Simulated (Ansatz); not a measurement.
**P: tests of the settings**

One table from this session's results is given with a row withheld; the runs are named, their logs left out.

Program: Ansatz 0.2.0. Level of theory: DFT PBE, scalar-relativistic, plane waves, PAW. These are calculated values, not measurements.

## Starting point

The structure is monoclinic, space group P2/m (No. 10). Conventional cell: a = 2.425 Å, b = 2.439 Å, c = 4.852 Å, α = 90.00°, β = 90.24°, γ = 90.00°. P (site symmetry m) is surrounded by 6 P at 2.42 to 2.44 Å.

Cell or atoms stand a little off a more symmetric structure (Pm-3m at a tolerance of 0.3 Å), so results at this geometry aren't those of that ideal crystal.

Coordinates:

```xyz
2
Lattice="2.4247 0.0000 0.0000 0.0000 2.4385 0.0000 -0.0203 0.0000 4.8524" Properties=species:S:1:pos:R:3 pbc="T T T"
P     2.4196    0.0000    1.2159
P    -0.0152    0.0000    3.6365
```

The structure comes from the Materials Project (structure only); it is used as listed.

## The base input

Input file input.yaml:

```yaml
crystal:
  lattice:
    - [2.4246941115, 0.0, 0.0]
    - [0.0, 2.4385351442, 0.0]
    - [-0.0203144631, 0.0, 4.8524328982]
  atoms:
    - { symbol: P, position: [0.99999997, 0.0, 0.25057464] }
    - { symbol: P, position: [3.0e-08, 0.0, 0.74942536] }
basis:
  ecutwfc: 420
kpoints:
  mp_grid: { grid: [18, 18, 10] }
hamiltonian:
  xc: pbe
scf:
  occupations: { method: gaussian, width: 0.1 }
output:
  forces: true
  stress: true
  eigenvalues: true
  populations: true
```

It was run beforehand and gave: -755.5763 eV/atom at zero smearing, pressure 2.57 GPa, largest force 0.005 eV/Å, no gap on the mesh, in 6 SCF cycles and 18 s.

The first run:

Input file input.yaml:

```yaml
crystal:
  lattice:
    - [2.4246941115, 0.0, 0.0]
    - [0.0, 2.4385351442, 0.0]
    - [-0.0203144631, 0.0, 4.8524328982]
  atoms:
    - { symbol: P, position: [0.99999997, 0.0, 0.25057464] }
    - { symbol: P, position: [3.0e-08, 0.0, 0.74942536] }
basis:
  ecutwfc: 200
kpoints:
  mp_grid: { grid: [18, 18, 10] }
hamiltonian:
  xc: pbe
scf:
  occupations: { method: gaussian, width: 0.1 }
output:
  forces: true
  stress: true
  eigenvalues: true
```

Launch:

```bash
$ ansatz run input.yaml --threads 2 --pin off --max-ram 2560MiB --backend cpu --events-out ev --progress --plain --runs-dir out
```

Steps of the session up to this table: Plane-wave cutoff: 200 eV; Plane-wave cutoff: 250 eV; Plane-wave cutoff set to 300 eV; Plane-wave cutoff set to 350 eV; Plane-wave cutoff set to 500 eV; Plane-wave cutoff set to 600 eV.

One table of the session follows, with a row left open; its other results are not shown here.

| cutoff (eV) | ΔE (meV/atom) | pressure (GPa) |
| --- | --- | --- |
| 200 | 593 | 0.36 |
| 250 | ? | ? |
| 300 | 42.3 | 2.84 |
| 350 | 6.34 | 2.59 |
| 420 | 0.40 | 2.57 |
| 500 | 0.17 | 2.56 |
| 600 | 0.00 | 2.56 |

Q: Estimate the row for cutoff (eV) = 250 from the others.

Worked estimate for «ΔE (meV/atom)». A straight line through the neighbours (200, 593) and (300, 42.3) gives 593 + (42.3 − 593) × (250 − 200) / (300 − 200) = 318; a parabola fitted to 3 rows on both sides gives 238.

As computed: ΔE (meV/atom): 190; pressure (GPa): 2.61. In «ΔE (meV/atom)» the line misses by +128 and the parabola by +48.

Limits of these values: The settings are coarse, so take the values as rough. Warnings in the runs' records: cutoff below recommended.
